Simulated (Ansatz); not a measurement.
The system is NaCl.

```
Cl Na
1.0
     0.00000    2.79406    2.79406
     2.79406    0.00000    2.79406
     2.79406    2.79406    0.00000
Cl Na
1 1
Direct
  0.50000 0.50000 0.50000
  0.00000 0.00000 0.00000
```

The cell is a database's computed one.

Base run:

* Program: Ansatz 0.2.0
* Functional: PBE
* Potentials or basis: all-electron LAPW, scalar-relativistic
* Cutoff: 169 eV
* Density cutoff: 678 eV
* Basis error allowed: 0.001 eV/atom
* k mesh: 8 × 8 × 8
* Occupations: fermi-dirac, width 0.05 eV
* Spin: no spin polarisation

Its results: band gap on the k mesh 5.22 eV, direct; pressure 1.6 GPa.

Question: The run is repeated on the same cell with these changes: functional from PBE to LDA. What comes out?

Answer: Band gap on the k mesh 4.80 eV, direct; pressure -1.8 GPa.

LDA binds more tightly than PBE, so the same cell stands under less pressure.

Not every run made on this cell is shown here.
